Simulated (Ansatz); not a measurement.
Runs of Ansatz 0.2.0 on HfN. The structure is cubic, space group F-43m (No. 216). Conventional cell: a = 4.910 Å, b = 4.910 Å, c = 4.910 Å, α = 90.00°, β = 90.00°, γ = 90.00°. Hf (site symmetry -43m) is surrounded by 4 N at 2.13 Å. N (site symmetry -43m) has 4 Hf at 2.13 Å as nearest neighbours. The cell comes from a database or a generator and needn't be the stable form of this composition.

```tsv
task	level	cutoff (eV)	points for each segment of the path	gap on the mesh (eV)	pressure (GPa)
single point	r2SCAN0	500	-	none	-3.0
band structure	r2SCAN	500	14	none	-1.7
band structure	HSE06	420	4	none	(a)
band structure	PBEsol	420	14	none	-4.6
band structure	LDA	420	14	none	-9.1
single point	PBE0	420	-	none	-1.7
```

Alike in all rows: potentials or basis Ansatz PAW; no spin polarisation; cell as given; k mesh 5 × 5 × 5; smearing fermi-dirac 0.05 eV; the mesh is coarse, so values aren't converged.

**Question.** Fill in the values left out.

**Answer.** (a) -1.5.

Caveats: all runs use coarse meshes; the PAW data sets come from PBE, with cores solved anew for the run's functional, which leaves a small shift of forces and pressure; spin-orbit coupling is left out, which moves the levels of the heavy elements (some runs); the thresholds are loose for stress (some runs).

A k mesh can miss the band edges, and the runs leave out spin-orbit coupling on Hf.

A gap of «none» marks a metal or a gap under the smearing width.
